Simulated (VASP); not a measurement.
# BN (P6_3/mmc) in VASP: a series of runs

Runs on BN. Level: PBEsol. Tasks: relaxation of shape and atoms at fixed volume.

All numbers are computed with VASP 6.6.1; they aren't measurements. Logs are shortened: lines on timing, memory, paths and dates and some standing lists are left out, and cuts for length are marked.

### Step 1. The structure

Symmetry: P6_3/mmc, No. 194, hexagonal system. Conventional cell: a = 2.505 Å, b = 2.505 Å, c = 6.871 Å, α = 90.00°, β = 90.00°, γ = 120.00°. B (site symmetry -6m2) has 3 N at 1.45 Å as nearest neighbours. N (site symmetry -6m2) has 3 B at 1.45 Å as nearest neighbours.

### Step 2. Relaxation of shape and atoms at fixed volume, PBEsol

INCAR reads:

```
SYSTEM = BN
PREC = Accurate
ENCUT = 600
EDIFF = 1E-7
ISMEAR = 0
SIGMA = 0.03
LREAL = .FALSE.
LASPH = .TRUE.
NELM = 80
ALGO = Normal
ISIF = 4
LWAVE = .FALSE.
LCHARG = .FALSE.
GGA = PS
IBRION = 2
NSW = 40
EDIFFG = -0.01
```

KPOINTS reads:

```
Automatic mesh
0
G
  12 12 4
  0 0 0
```

POSCAR reads:

```
BN                                      
1.0
    2.5049462937      0.0000000000      0.0000000000
   -1.2524731469      2.1693471255      0.0000000000
    0.0000000000      0.0000000000      6.8710655874
  B               N             
     2     2
Direct
     0.3333333332999970    0.6666666667000030    0.2500000000000000
     0.6666666667000030    0.3333333332999970    0.7500000000000000
     0.3333333332999970    0.6666666667000030    0.7500000000000000
     0.6666666667000030    0.3333333332999970    0.2500000000000000
```

Potentials or basis: VASP PAW PBE potentials, release 64 (B, N).

Launch:

```bash
$ cat potpaw_PBE.64/B/POTCAR potpaw_PBE.64/N/POTCAR > POTCAR
$ mpirun -np 1 vasp_std > vasp.out
```

OUTCAR:

```text
SYSTEM = BN
   PREC = Accurate
   ENCUT = 600
   EDIFF = 1E-7
   ISMEAR = 0
   LREAL = .FALSE.
   LASPH = .TRUE.
   NELM = 80
   ISIF = 4
   GGA = PS
   IBRION = 2
   NSW = 40
   EDIFFG = -0.01

 ion  position               nearest neighbor table
   1  0.333  0.667  0.250-   4 1.45   4 1.45   4 1.45
   2  0.667  0.333  0.750-   3 1.45   3 1.45   3 1.45
   3  0.333  0.667  0.750-   2 1.45   2 1.45   2 1.45
   4  0.667  0.333  0.250-   1 1.45   1 1.45   1 1.45

  LATTYP: Found a hexagonal cell.
 ALAT       =     2.5049462937
 C/A-ratio  =     2.7429991632

  Lattice vectors:

 A1 = (   2.5049462937,   0.0000000000,   0.0000000000)
 A2 = (  -1.2524731469,   2.1693471255,   0.0000000000)
 A3 = (   0.0000000000,   0.0000000000,   6.8710655874)

Analysis of symmetry for initial positions (statically):
=====================================================================
 Subroutine PRICEL returns:
 Original cell was already a primitive cell.

 Routine SETGRP: Setting up the symmetry group for a
 hexagonal supercell.

 Subroutine GETGRP returns: Found 24 space group operations
 (whereof 12 operations were pure point group operations)
 out of a pool of 24 trial point group operations.

The static configuration has the point symmetry D_3d.
 The point group associated with its full space group is D_6h.

Analysis of symmetry for dynamics (positions and initial velocities):
=====================================================================
 Subroutine PRICEL returns:
 Original cell was already a primitive cell.

 Routine SETGRP: Setting up the symmetry group for a
 hexagonal supercell.

 Subroutine GETGRP returns: Found 24 space group operations
 (whereof 12 operations were pure point group operations)
 out of a pool of 24 trial point group operations.

The dynamic configuration has the point symmetry D_3d.
 The point group associated with its full space group is D_6h.

 Subroutine INISYM returns: Found 24 space group operations
 (whereof 12 operations are pure point group operations),
 and found     1 'primitive' translations

----------------------------------------------------------------------------------------

                                     Primitive cell

  volume of cell :      37.3380

  direct lattice vectors                    reciprocal lattice vectors
     2.504946294  0.000000000  0.000000000     0.399210156  0.230484091  0.000000000
    -1.252473147  2.169347125  0.000000000     0.000000000  0.460968182  0.000000000
     0.000000000  0.000000000  6.871065587     0.000000000  0.000000000  0.145537834

  length of vectors
     2.504946294  2.504946294  6.871065587     0.460968182  0.460968182  0.145537834

  position of ions in fractional coordinates (direct lattice)
     0.333333333  0.666666667  0.250000000
     0.666666667  0.333333333  0.750000000
     0.333333333  0.666666667  0.750000000
     0.666666667  0.333333333  0.250000000

  ion indices of the primitive-cell ions
   primitive index   ion index
                 1           1
                 2           2
                 3           3
                 4           4

----------------------------------------------------------------------------------------

 KPOINTS: Automatic mesh

Automatic generation of k-mesh.
 Grid dimensions read from file:
 generate k-points for:   12   12    4

 Generating k-lattice:

  Cartesian coordinates                     Fractional coordinates (reciprocal lattice)
     0.033267513  0.019207008  0.000000000     0.083333333  0.000000000  0.000000000
     0.000000000  0.038414015  0.000000000     0.000000000  0.083333333  0.000000000
     0.000000000  0.000000000  0.036384458     0.000000000  0.000000000  0.250000000

  Length of vectors
     0.038414015  0.038414015  0.036384458

  Shift w.r.t. Gamma in fractional coordinates (k-lattice)
     0.000000000  0.000000000  0.000000000

 Subroutine IBZKPT returns following result:
 ===========================================

 Found     57 irreducible k-points:

 Following reciprocal coordinates:
            Coordinates               Weight
  0.000000  0.000000  0.000000      1.000000
  0.083333  0.000000  0.000000      6.000000
  0.166667  0.000000  0.000000      6.000000
  0.250000  0.000000  0.000000      6.000000
  0.333333  0.000000  0.000000      6.000000
  0.416667  0.000000  0.000000      6.000000
[... 16 lines left out ...]
  0.250000  0.000000  0.250000     12.000000
  0.333333  0.000000  0.250000     12.000000
 [... further k-points ...]
   k-points           NKPTS =     57   k-points in BZ     NKDIM =     57   number of bands    NBANDS=     12
   number of dos      NEDOS =    301   number of ions     NIONS =      4
   total plane-waves  NPLWV =  22400
   dimension x,y,z NGX =    20 NGY =   20 NGZ =   56
   dimension x,y,z NGXF=    40 NGYF=   40 NGZF=  112
   ions per type =               2   2
   NGX,Y,Z   is equivalent  to a cutoff of  13.27, 13.27, 13.55 a.u.
   NGXF,Y,Z  is equivalent  to a cutoff of  26.55, 26.55, 27.10 a.u.
 SYSTEM =  BN
   PREC   = accura    normal or accurate (medium, high low for compatibility)
   ISTART =      0    job   : 0-new  1-cont  2-samecut
   ICHARG =      2    charge: 1-file 2-atom 10-const
   ISPIN  =      1    spin polarized calculation?
   LNONCOLLINEAR =      F non collinear calculations
   LSORBIT =      F    spin-orbit coupling
   LASPH  =      T    aspherical Exc in radial PAW
   ENCUT  =  600.0 eV  44.10 Ry    6.64 a.u.   5.00  5.00 13.72*2*pi/ulx,y,z
   NELM   =     80;   NELMIN=  2; NELMDL= -5     # of ELM steps
   EDIFF  = 0.1E-06   stopping-criterion for ELM
   LREAL  =      F    real-space projection
   EDIFFG = -.1E-01   stopping-criterion for IOM
   NSW    =     40    number of steps for IOM
   IBRION =      2    ionic relax: 0-MD 1-quasi-New 2-CG
   NFREE  =      1    steps in history (QN), initial steepest desc. (CG)
   ISIF   =      4    stress and relaxation
   ISYM   =      2    0-nonsym 1-usesym 2-fastsym
   POTIM  = 0.5000    time-step for ionic-motion
   TEBEG  =    0.0;   TEEND  =   0.0 temperature during run
   PSTRESS=    0.0 pullay stress
   NELECT =      16.0000    total number of electrons
   NUPDOWN=      -1.0000    fix difference up-down
   EMIN   =  10.00;   EMAX   =-10.00  energy-range for DOS
   EFERMI =   0.00;   METHOD = LEGACY
   ISMEAR =     0;   SIGMA  =   0.03  broadening in eV -4-tet -1-fermi 0-gaus
   EFERMI_NEDOS =   21; number of points for ismear=-14 and -15
   IALGO  =     38    algorithm
   IMIX   =      4    mixing-type and parameters
     AMIX     =   0.40;   BMIX     =  1.00
     AMIX_MAG =   1.60;   BMIX_MAG =  1.00
  volume/ion in A,a.u.               =       9.33        62.99
  Fermi-wavevector in a.u.,A,eV,Ry     =   1.234234  2.332365 20.726224  1.523334
  Thomas-Fermi vector in A             =   2.368933
   LORBIT       =      0    0 simple, 1 ext, 2 COOP (PROOUT), +10 PAW based schemes
   GGA     = PS    functional components
   LHFCALC =     F    Hartree Fock is set to
   AEXX    =    0.0000 exact exchange contribution
   IVDW    =     0    specifies the selected vdW correction
   LEPSILON=     F    determine dielectric tensor
   LRPA    =     F    only Hartree local field effects (RPA)
 conjugate gradient relaxation of ions
 non-spin polarized calculation
 Gauss-broadening in eV      SIGMA  =   0.03
  energy-cutoff  :      600.00
  volume of cell :       37.34
 maximum number of plane-waves:      1272
 NGX is ok and might be reduce to    20
   NGX =  9   NGY =  9   NGZ = 27

 number of electron      15.9999998 magnetization

 Free energy of the ion-electron system (eV)
  ---------------------------------------------------
  ext. energy  EPLUGINS =         0.00000000
  ---------------------------------------------------
  free energy    TOTEN  =       -36.57697295 eV

  energy without entropy =      -36.57697295  energy(sigma->0) =      -36.57697295

 E-fermi :   2.0811     XC(G=0): -10.0702

 val. band max:        1.9161913246   @ k =   0.3333   0.3333   0.5000
 cond. band min:       6.1378851209   @ k =   0.5000   0.0000   0.0000
 fundamental gap:      4.2216937963
 Fermi energy:         2.0810597500

 k-point     1 :       0.0000    0.0000    0.0000
  band No.  band energies     occupation
      1     -15.8057      2.00000
      2     -15.5727      2.00000
      3      -4.2253      2.00000
      4      -2.3827      2.00000
      5       0.6086      2.00000
      6       0.6086      2.00000
      7       0.6350      2.00000
      8       0.6350      2.00000
      9       6.7817      0.00000
     10      11.6828      0.00000
     11      13.4248      0.00000
     12      13.4278      0.00000

 k-point     2 :       0.0833    0.0000    0.0000
  band No.  band energies     occupation
      1     -15.6698      2.00000
      2     -15.4404      2.00000
      3      -4.0385      2.00000
      4      -2.2129      2.00000
      5       0.0496      2.00000
      6       0.0703      2.00000
      7       0.3463      2.00000
      8       0.3760      2.00000
      9       7.0279      0.00000
     10      11.6364      0.00000
     11      13.2394      0.00000
     12      13.4200      0.00000

 k-point     3 :       0.1667    0.0000    0.0000
  band No.  band energies     occupation
      1     -15.2690      2.00000
      2     -15.0511      2.00000
      3      -3.4846      2.00000
      4      -1.7132      2.00000
      5      -1.3683      2.00000
      6      -1.3431      2.00000
      7      -0.2904      2.00000
      8      -0.2545      2.00000
      9       7.6808      0.00000
     10      11.3649      0.00000
     11      12.8310      0.00000
     12      13.0245      0.00000
[... 286 lines left out ...]
 k-point    23 :       0.2500    0.0000    0.2500
  band No.  band energies     occupation
      1     -14.6017      2.00000
      2     -14.4618      2.00000
      3      -3.1738      2.00000
      4      -3.1390      2.00000
      5      -2.3676      2.00000
      6      -1.2035      2.00000
      7      -1.0203      2.00000
      8      -0.9910      2.00000
      9       9.0485      0.00000
     10      10.3609      0.00000
     11      11.3963      0.00000
     12      12.3966      0.00000

 k-point    24 :       0.3333    0.0000    0.2500
  band No.  band energies     occupation
      1     -13.7945      2.00000
      2     -13.6772      2.00000
      3      -4.9598      2.00000
      4      -4.9175      2.00000
      5      -1.6508      2.00000
      6      -1.6187      2.00000
      7      -1.2206      2.00000
      8      -0.1732      2.00000
      9       8.7169      0.00000
     10       9.1869      0.00000
     11      10.5940      0.00000
     12      12.0535      0.00000

 [... further k-points ...]
[... 5 lines left out ...]
  --------------------------------------------------------------------------------------
  -------------------------------------------------------------------------------------
  Total        0.0174965      0.0174965      0.0048972     -0.0000000      0.0000000      0.0000000
  in kB        0.7507775      0.7507775      0.2101409     -0.0000000      0.0000000      0.0000000
  external PRESSURE =       0.5705653 kB  Pullay stress =       0.0000000 kB

 VOLUME and BASIS-vectors are now :
 -----------------------------------------------------------------------------
  energy-cutoff  :      600.00
  volume of cell :       37.34
      direct lattice vectors                 reciprocal lattice vectors
     2.504946294  0.000000000  0.000000000     0.399210156  0.230484091  0.000000000
    -1.252473147  2.169347125  0.000000000     0.000000000  0.460968182  0.000000000
     0.000000000  0.000000000  6.871065587     0.000000000  0.000000000  0.145537834

 POSITION                                       TOTAL-FORCE (eV/Angst)
 -----------------------------------------------------------------------------------
     -0.00000      1.44623      1.71777        -0.000000      0.000000      0.000000
      1.25247      0.72312      5.15330        -0.000000      0.000000      0.000000
     -0.00000      1.44623      5.15330        -0.000000     -0.000000      0.000000
      1.25247      0.72312      1.71777         0.000000      0.000000      0.000000
 -----------------------------------------------------------------------------------
    total drift:                               -0.000000      0.000000     -0.000000

  FREE ENERGIE OF THE ION-ELECTRON SYSTEM (eV)
  ---------------------------------------------------
  free  energy   TOTEN  =       -36.5769729453 eV

  energy  without entropy=      -36.5769729453  energy(sigma->0) =      -36.57697295

 reached required accuracy - stopping structural energy minimisation
```

It took 33 s on 1 thread of Intel Xeon Platinum 8488C (Sapphire Rapids), shared host; peak memory 0.16 GiB.

Results:

| Quantity | Value |
| --- | --- |
| Free energy | -36.5770 eV |
| Pressure after relaxing | 0.1 GPa |
| Band gap on the k mesh | 4.22 eV, indirect (least direct gap 4.59 eV) |

Final structure:
```xyz
4
Lattice="2.5049 0.0000 0.0000 -1.2525 2.1693 0.0000 0.0000 0.0000 6.8711" Properties=species:S:1:pos:R:3 pbc="T T T"
B     0.0000    1.4462    1.7178
B     1.2525    0.7231    5.1533
N     0.0000    1.4462    5.1533
N     1.2525    0.7231    1.7178
```

Caveat: the relaxation stopped at its first step, so nothing moved; the PAW data sets were made with another functional, which shifts forces and pressure a little; this functional lacks dispersion, which binds the layers, so the pressure and a relaxed spacing across them are unreliable.

### Step 3. Relaxation of shape and atoms at fixed volume, PBEsol (a relaxed cell with its volume scaled by 1.02)

INCAR is that of step 2.

KPOINTS is that of step 2.

Changes to POSCAR since step 2:

```diff
@@ -2,5 +2,5 @@
 1.0
-    2.5049462937      0.0000000000      0.0000000000
-   -1.2524731469      2.1693471255      0.0000000000
-    0.0000000000      0.0000000000      6.8710655874
+    2.5215358255      0.0000000000      0.0000000000
+   -1.2607679128      2.1837140814      0.0000000000
+    0.0000000000      0.0000000000      6.9165706592
   B               N
```

Potentials or basis: VASP PAW PBE potentials, release 64 (B, N).

Launch:

```bash
$ cat potpaw_PBE.64/B/POTCAR potpaw_PBE.64/N/POTCAR > POTCAR
$ mpirun -np 1 vasp_std > vasp.out
```

It took 55 s on 1 thread of Intel Xeon Platinum 8488C (Sapphire Rapids), shared host; peak memory 0.16 GiB.

It converged, with:

- Free energy: -36.5781 eV
- Energy gained by relaxing: 2.5 meV/atom
- Ionic steps: 2
- Pressure after relaxing: -0.3 GPa
- Band gap on the k mesh: 4.25 eV, indirect (least direct gap 4.59 eV)

Stress tensor (GPa, compression positive):
```
-0.35  0.00  0.00
 0.00 -0.35  0.00
 0.00  0.00 -0.20
```

The path:
| step | energy change (eV) | largest force (eV/Å) | pressure (GPa) |
| --- | --- | --- | --- |
| 1 | 0.0000 | 0.0000 | -4.43 |
| 2 | -0.0099 | 0.0000 | -0.30 |

Final structure:
```
B N
1.0
     2.50593    0.00000    0.00000
    -1.25296    2.17020    0.00000
     0.00000    0.00000    7.00301
B N
2 2
Direct
  0.33333 0.66667 0.25000
  0.66667 0.33333 0.75000
  0.33333 0.66667 0.75000
  0.66667 0.33333 0.25000
```

Levels at points of the mesh, in eV from the valence-band top:
```csv
k point,band 4,band 5,band 6,band 7,band 8,band 9,band 10,band 11,band 12
"(0.00, 0.00, 0.00)",-4.39,-1.31,-1.31,-1.29,-1.29,4.78,9.54,11.50,11.50
"(0.50, 0.00, 0.00)",-8.86,-4.13,-4.09,-1.31,-0.55,4.25,5.37,9.40,9.90
"(0.00, 0.00, 0.50)",-5.31,-1.30,-1.30,-1.30,-1.30,6.88,6.88,11.54,11.54
"(0.50, 0.00, 0.50)",-8.88,-4.11,-4.11,-0.92,-0.92,4.66,4.66,9.79,9.79
```

Caveat: the PAW data sets were made with another functional, which shifts forces and pressure a little; this functional lacks dispersion, which binds the layers, so the pressure and a relaxed spacing across them are unreliable. A k mesh can miss the band edges.
